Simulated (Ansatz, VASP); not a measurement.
## ZnS in VASP and in Ansatz

Contents of INCAR:

```
SYSTEM = ZnS
PREC = Accurate
ENCUT = 520
EDIFF = 1E-7
ISMEAR = -1
SIGMA = 0.05
LREAL = .FALSE.
LASPH = .TRUE.
NELM = 60
ALGO = Normal
ISIF = 2
LWAVE = .FALSE.
LCHARG = .FALSE.
GGA = PE
NBANDS = 16
```

Contents of KPOINTS:

```
Automatic mesh
0
G
  9 9 9
  0 0 0
```

File POSCAR:

```
ZnS
1.0
    0.0000000000      2.7549938462      2.7549938462
    2.7549938462      0.0000000000      2.7549938462
    2.7549938462      2.7549938462      0.0000000000
Zn S
1 1
Direct
    0.7500000000      0.7500000000      0.7500000000
    0.0000000000      0.0000000000      0.0000000000
```

The input input.yaml:

```yaml
crystal:
  lattice:
    - [0.0, 2.7549938462, 2.7549938462]
    - [2.7549938462, 0.0, 2.7549938462]
    - [2.7549938462, 2.7549938462, 0.0]
  atoms:
    - { symbol: Zn, position: [0.75, 0.75, 0.75] }
    - { symbol: S, position: [0.0, 0.0, 0.0] }
hamiltonian:
  xc: pbe
  pseudopotentials: { kind: paw }
kpoints:
  mp_grid: { grid: [9, 9, 9] }
scf:
  occupations: { method: fermi_dirac, width: 0.05 }
output:
  forces: true
  stress: true
  eigenvalues: true
  write_density: true
  write_potential: true
  elf: true
  volumetric_format: npy
```

Change from the starting cell: volume scaled by 1.06.

Alike in both runs: task single point; functional PBE; k mesh 9 × 9 × 9; occupations fermi-dirac, width 0.05 eV; no spin polarisation.

```csv
,VASP,Ansatz
version,VASP 6.6.1,Ansatz 0.2.0
potentials or method,"VASP PAW PBE potentials, release 64 (Zn, S)",Ansatz PAW
plane-wave cutoff (eV),520,420
valence electrons in the cell,18,18
```

Ansatz gave:

```
gap on the k mesh at the Fermi level (eV) : 1.86
least direct gap on the mesh (eV)         : 1.86
pressure (GPa)                            : -2.3
```

Which values does VASP return?

gap on the k mesh at the Fermi level (eV): 1.86; least direct gap on the mesh (eV): 1.86; pressure (GPa): -2.2.

With one functional, cell and mesh, what is left measures potentials, basis and numerics.

Caveats: odd divisions of the mesh miss points on the zone boundary, where band edges often lie, so the gap on the mesh can be too wide (Ansatz).
